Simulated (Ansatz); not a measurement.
# I: the cost of one run

Method: DFT PBE, scalar-relativistic, plane waves, PAW, in Ansatz 0.2.0.

The COD entry's cell or inner coordinates are ideal or old and differ from later refinements, so a difference from it is no clean test against experiment.

3 further runs of the same task are left out: 3 set aside as unsound or not needed.

**1. The system as given**

Symmetry: P6_3mc, No. 186, hexagonal system. Conventional cell: a = 4.345 Å, b = 4.345 Å, c = 11.944 Å, α = 90.00°, β = 90.00°, γ = 120.00°. Around I (site symmetry 3m) lie 3 I at 2.51 Å.

Coordinates:

```
CELL_PARAMETERS angstrom
4.34497 0.00000 0.00000
-2.17249 3.76286 0.00000
0.00000 0.00000 11.94429
ATOMIC_POSITIONS crystal
I 0.00000 0.00000 0.00000
I 0.00000 0.00000 0.50000
I 0.33333 0.66667 0.00500
I 0.66667 0.33333 0.50500
```

(A quick probe on a coarse mesh, which set the mesh and smearing, is not shown.)

**3. Rough relaxation on the coarse mesh**

The input, input.yaml:

```yaml
crystal:
  lattice:
    - [4.344973645, 0.0, 0.0]
    - [-2.1724868225, 3.7628575553, 0.0]
    - [0.0, 0.0, 11.9442855297]
  atoms:
    - { symbol: I, position: [0.0, 0.0, 0.0] }
    - { symbol: I, position: [0.0, 0.0, 0.5] }
    - { symbol: I, position: [0.3333333333, 0.6666666667, 0.005] }
    - { symbol: I, position: [0.6666666667, 0.3333333333, 0.505] }
basis:
  ecutwfc: 420
kpoints:
  mp_grid: { grid: [6, 6, 2] }
hamiltonian:
  xc: pbe
scf:
  occupations: { method: gaussian, width: 0.1 }
  lower_state_search: "off"
output:
  forces: true
  stress: true
  eigenvalues: true
relax:
  adjacent_minimum: "off"
  f_tol: 0.04
  max_steps: 70
  cell: { stress_tol: 0.4 }
```

What time and memory should one allow on 1 thread of an x86-64 CPU, shared host?

About 79 s, with a peak of 0.51 GiB.
